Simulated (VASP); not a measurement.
Input of a VASP 6.6.1 run:

INCAR

```
ALGO = Fast
EDIFF = 1E-6
ENCUT = 520
GGA = PE
ISIF = 2
ISMEAR = 0
LASPH = T
LCHARG = F
LREAL = F
LWAVE = F
NBANDS = 21
NELM = 100
PREC = Accurate
SIGMA = 0.2
```

The input KPOINTS:

```
k-points
0
Gamma
  6 6 4
```

File POSCAR:

```
Si
1.0
   -3.3193369550     -1.7738926054     -0.0079938692
   -0.2140417395      0.0000000000      4.2839678900
   -3.3193369550      5.3216778162     -0.0079938692
Si
6
Direct
    0.8098224845      0.6863494610      0.6032741615
    0.3098224845      0.6863494610      0.1032741615
    0.6901775155      0.3136505390      0.8967258385
    0.1901775155      0.3136505390      0.3967258385
    0.2500000000      0.0000000000      0.7500000000
    0.7500000000      0.0000000000      0.2500000000
```

Potentials or basis: VASP PAW PBE potentials, release 64 (Si).

Run with:

```sh
$ cat potpaw_PBE.64/Si/POTCAR > POTCAR
$ mpirun -np 1 vasp_std > vasp.out
```

Q: Predict the largest force.

A: 0.058 eV/Å.

Q: What does it give for the band gap on the k mesh?

A: None (metal or under the smearing width).

Q: What does it give for the pressure?

A: 0.0 GPa.

Stress tensor (GPa, compression positive):
```
 0.26  0.30 -0.48
 0.30 -0.03  0.22
-0.48  0.22 -0.21
```
